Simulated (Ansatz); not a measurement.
**Al2Ru: response to biaxial strain in the a-b plane**

How does Al2Ru answer biaxial strain in the a-b plane between -3 and +3 %? At each strain the length and tilt of c and the atoms relax, within the symmetry that is left.

Method: DFT PBEsol, scalar-relativistic, plane waves, PAW, in Ansatz 0.2.0.

2 further runs of the same task are left out: 2 set aside as unsound or not needed.

**1. The structure to begin with**

The structure is tetragonal, space group I4/mmm (No. 139). Conventional cell: a = 3.121 Å, b = 3.121 Å, c = 8.423 Å, α = 90.00°, β = 90.00°, γ = 90.00°. Around Al (site symmetry 4mm) lie 5 Ru at 2.58 to 2.87 Å and 5 Al at 2.68 to 2.69 Å. Ru (site symmetry 4/mmm) has 10 Al at 2.58 to 2.87 Å in its first shell of neighbours.

Structure file:

```xyz
6
Lattice="3.1214 0.0000 0.0000 0.0000 3.1214 0.0000 0.0000 0.0000 8.4231" Properties=species:S:1:pos:R:3 pbc="T T T"
Al    1.5607    1.5607    1.3399
Al    0.0000    0.0000    2.8716
Al    0.0000    0.0000    5.5515
Al    1.5607    1.5607    7.0832
Ru    0.0000    0.0000    0.0000
Ru    1.5607    1.5607    4.2116
```

It goes back to an entry of the Materials Project, which need not be the stable form.

The unstrained cell comes from an earlier run at this level (6 atoms, E(σ→0) -13735.1453 eV, gap none (metal)).

**2. The cell strained by -1.0 %**

Contents of input.yaml:

```yaml
crystal:
  lattice:
    - [3.0901441874, 0.0, 0.0]
    - [0.0, 3.0901441874, 0.0]
    - [0.0, 0.0, 8.4736427715]
  atoms:
    - { symbol: Al, position: [0.5, 0.5, 0.1590760825] }
    - { symbol: Al, position: [0.0, 0.0, 0.3409239175] }
    - { symbol: Al, position: [0.0, 0.0, 0.6590760825] }
    - { symbol: Al, position: [0.5, 0.5, 0.8409239175] }
    - { symbol: Ru, position: [0.0, 0.0, 0.0] }
    - { symbol: Ru, position: [0.5, 0.5, 0.5] }
basis:
  ecutwfc: 420
kpoints:
  mp_grid: { grid: [12, 12, 4] }
hamiltonian:
  xc: pbesol
scf:
  occupations: { method: gaussian, width: 0.1 }
output:
  forces: true
  stress: true
  eigenvalues: true
relax:
  adjacent_minimum: "off"
  f_tol: 0.008
  max_steps: 40
  cell: { stress_tol: 0.015, fix: [a, b, gamma] }
```

Started as:

```
$ ansatz run input.yaml --threads 1 --pin off --max-ram 2560MiB --backend cpu --events-out ev --progress --plain --runs-dir out
```

The session goes on with these runs: At +1.0 %; the cell strained by -2.0 %; the cell strained by +2.0 %; the cell strained by -3.0 %; strain +3.0 %.

**Question.** What will these runs give? Wanted: (1/V) d²E/dε² at zero strain, cubic fit; strain of the free axis c per applied strain.

As calculated:

```
                                    quantity                    value
                         largest energy cost  26.8 meV/atom at -3.0 %
     (1/V) d²E/dε² at zero strain, cubic fit                  657 GPa
strain of the free axis c per applied strain                    -0.83
```

In words: From the curvature follows twice the biaxial modulus: 657 GPa. Compression by 3 % costs 26.8 meV/atom and stretching 23.7. The free axis c moves against the applied strain (factor -0.83).
